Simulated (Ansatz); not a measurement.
Ansatz input

```yaml
crystal:
  lattice:
    - [1.7724297537, 1.0233127954, 2.1954838308]
    - [-1.7724297537, 1.0233127954, 2.1954838308]
    - [0.0, -2.0466255908, 2.1954838308]
  atoms:
    - { symbol: Hg, position: [0.0, 0.0, 0.0] }
hamiltonian:
  xc: pbesol
  pseudopotentials:
    kind: paw_fr
    azcp:
      Hg: "pseudopotentials/Hg.paw.azcp"
basis:
  ecutwfc: 420
  fft_grid_basis: typed
kpoints:
  mp_grid: { grid: [11, 11, 11], shift: [0, 0, 0] }
magnetization:
  noncollinear: true
  spin_orbit: true
scf:
  occupations: { method: fermi_dirac, width: 0.1 }
```

and its output:

```
Warning: the record states the generating functional pbe (its physics header spells it `PBE`), which answers neither for hamiltonian.xc's functional nor for the pbesol family's — results may be inconsistent (PPs are generated against a specific XC)
Engine: ansatz 0.2.0, aarch64-unknown-linux-gnu
Pseudopotentials: kind: paw_fr
Pseudopotential: Hg, paw_fr, valence charge 20, recommended cutoff 420 eV (normal) 
Functional definition: PBEsol
  exchange = pbesol_x
  correlation = pbesol_c
non-collinear run that drives no moment, with spin-orbit: no starting moment large enough to seed its density (crystal.atoms[].spin), no starting occupations that ask for one, no magnetisation constraint and no magnetic field, so the semilocal B_xc is pinned to zero
Crystal: 1 atoms, lattice volume = 23.892 Å³
Basis set: ecut = 420 eV, 445 PW (Γ)
Bands: 28, of which v1, the nominal top of the filled ones, is band 20 counted from 1 (19 counted from 0)
Symmetry: 12 space group operations + 12 with time reversal
Magnetic group: BNS 166.98 (UNI 1328), of the structure as read, at distance tolerance 2.9e-5 Å
k-points: 146 of 1331
Projection manifold: j_resolved (fully-relativistic pseudo-atomic orbitals)
Non-local potential: Hg, projectors of the file, l = 0: 3, l = 1: 4, l = 2: 4, l = 3: 2
PAW form: soft (Blöchl's): semilocal exchange-correlation on the pseudo side does not see the compensation charge
PAW frozen core: Hg, regenerated for the run's functional, and the local potential with it (the file was generated under x = pbe(κ = 0.804, μ = 0.2195149727645171), c = pbe(β = 0.06672455060314922))
PAW one-centre angular grid: Hg, 590 points (default); XC on 64 Gauss nodes
Initial density: superposition of atomic densities (chi_scale 0.1, normalization cell)
Initial wavefunctions: pseudopotential atomic-orbital guess
Functional: x = pbesol(κ = 0.804, μ = 0.12345679012345678), c = pbesol(β = 0.046)
SCF iter   1: F=—  HF=-13707.926575 eV  |F-HF|=—  |Δ(HF+E_count)|=         —  Δρ=2.81e-2  dr2=2.37e-1  dr2_m=0.00e0 (ungated)  ethr=3.10e-3  |M|=0.00e0 ∫|m|=0.00e0 μB  |m|>n=0.0e0 m-floor=0.0e0 τ_xc=0.0e0  β_m=0.30  ⟨swp⟩=7.1  Hψ=9711  notcnv=0  defer=64
SCF iter   2: F=—  HF=-13707.895729 eV  |F-HF|=—  |Δ(HF+E_count)|=   3.08e-2  Δρ=2.02e-2  dr2=1.26e-1  dr2_m=0.00e0 (ungated)  ethr=1.19e-3  |M|=0.00e0 ∫|m|=0.00e0 μB  |m|>n=0.0e0 m-floor=0.0e0 τ_xc=0.0e0  β_m=0.65  ⟨swp⟩=1.0  Hψ=2628  notcnv=0  defer=132
SCF iter   3: F=—  HF=-13707.859273 eV  |F-HF|=—  |Δ(HF+E_count)|=   3.65e-2  Δρ=3.18e-3  dr2=1.24e-3  dr2_m=0.00e0 (ungated)  ethr=6.29e-4  |M|=0.00e0 ∫|m|=0.00e0 μB  |m|>n=0.0e0 m-floor=0.0e0 τ_xc=0.0e0  β_m=0.81  ⟨swp⟩=2.0  Hψ=3118  notcnv=0  defer=152
SCF iter   4: F=—  HF=-13707.860027 eV  |F-HF|=—  |Δ(HF+E_count)|=   7.54e-4  Δρ=3.46e-4  dr2=2.77e-5  dr2_m=0.00e0 (ungated)  ethr=6.19e-6  |M|=0.00e0 ∫|m|=0.00e0 μB  |m|>n=0.0e0 m-floor=0.0e0 τ_xc=0.0e0  β_m=0.83  ⟨swp⟩=2.9  Hψ=4282  notcnv=0  defer=324
SCF iter   5: F=—  HF=-13707.860020 eV  |F-HF|=—  |Δ(HF+E_count)|=   6.69e-6  Δρ=7.31e-5  dr2=9.14e-7  dr2_m=0.00e0 (ungated)  ethr=1.39e-7  |M|=0.00e0 ∫|m|=0.00e0 μB  |m|>n=0.0e0 m-floor=0.0e0 τ_xc=0.0e0  β_m=0.84  ⟨swp⟩=2.0  Hψ=2719  notcnv=0  defer=324
SCF iter   6: F=-13707.860020 eV  HF=-13707.860020 eV  |F-HF|=2.18e-8  |Δ(HF+E_count)|=   1.49e-7  Δρ=1.18e-5  dr2=3.05e-8  dr2_m=0.00e0 (ungated)  ethr=5.00e-10  |M|=0.00e0 ∫|m|=0.00e0 μB  |m|>n=0.0e0 m-floor=0.0e0 τ_xc=0.0e0  ⟨swp⟩=3.0  Hψ=4958  notcnv=0
SCF 1 converged in 6 iterations: F = -13707.860020 eV  dr2 = 3.05e-8
SCF converged after 6 iterations
Magnetization: |M| = 0.0000 μB,  M = (+0.0000, +0.0000, +0.0000) μB
Absolute magnetization: 0.0000 μB (∫|m|)
  site 0: m = (+0.0000, +0.0000, +0.0000) μB, |m| = 0.0000 μB  (R = 1.24 Å)
Free energy (F): -13707.860020 eV
Harris-Foulkes:  -13707.860020 eV  (|F-HF|=2.18e-8)
Internal energy: -13707.850788 eV  (E = F + TS)
E sigma→0 (E₀):  -13707.855404 eV
Entropy (-TS):   -0.009232 eV (-9.232 meV/atom)
Fermi energy:    14.359875 eV
--- Per-component energies (eV) ---
  E_band       = -403.027395
  E_kinetic    = 604.468503
  E_local      = -2543.836722  (includes V_loc(G=0)·N_el)
  E_nonlocal   = 60.560811
  E_hartree    = 1087.599208
  E_xc         = -219.501411
  E_vxc        = -262.435625  (∫ρ·V_xc dr)
  E_paw        = -9829.741400  (= ΣΔE_a)
  E_vpaw       = -436.994394  (= ΣTr[D̂ρ^β])
  E_aug_tail   = 0.000839  (compensation charges beyond the density's cutoff)
  E_ewald      = -2867.735061
  E_core_change = 0.334445  (= ΣΔE_core)
  E_smearing   = -0.009232  (= −TS)
  E_closure    = 0.000000  (closes the sum)
  Σ components = -13707.860020   (vs F -13707.860020, Δ=0.00e0)
```
